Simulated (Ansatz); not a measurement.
# Moving the functional in Zr

Symmetry: P6_3/mmc, No. 194, hexagonal system. The conventional cell has a = 3.232 Å, b = 3.232 Å, c = 5.147 Å, α = 90.00°, β = 90.00°, γ = 120.00°. Around Zr (site symmetry -6m2) lie 12 Zr at 3.18 to 3.23 Å.

Kept alike: task band structure; k mesh 9 × 9 × 5; occupations fermi-dirac, width 0.05 eV; no spin polarisation. Program: Ansatz, all-electron LAPW, scalar-relativistic. The mesh is that of the run's cell of 2 atoms. No spin-orbit coupling.

| functional | pressure (GPa) |
| --- | --- |
| BLYP | 3.60 |
| RPBE | 2.74 |
| revPBE | 2.11 |

Pressure is positive in compression. For a metal such a mesh leaves the last digits unconverged.

**Question.** What does the functional change here?

**Answer.** The pressure runs from 2.11 (revPBE) to 3.60 GPa (BLYP). A positive pressure means that the functional's own cell is larger than the one given, a negative one that it is smaller.

All three functionals would expand this cell, BLYP most and revPBE least. The common direction fits their known tendency to underbind metals: gradient-enhanced exchange favours inhomogeneous densities, and so lowers the energy of more separated atoms relative to the compact solid. In Zr this works against the cohesion supplied by partly filled, bonding 4d states hybridised with s and p states. RPBE and revPBE share their correlation part, so the gap between them reflects the shape of the exchange enhancement. BLYP differs in both parts. Its correlation does not recover the uniform electron gas, a limit that matters for itinerant valence electrons, and this probably contributes to its larger pressure, though the exchange contribution cannot be separated here. Zr is stiff enough that pressures of this size imply only a modest expansion, and the spread reflects differences in the description of bonding rather than different phases of the metal. A single pressure does not show how the expansion would divide between the basal plane and the c axis.
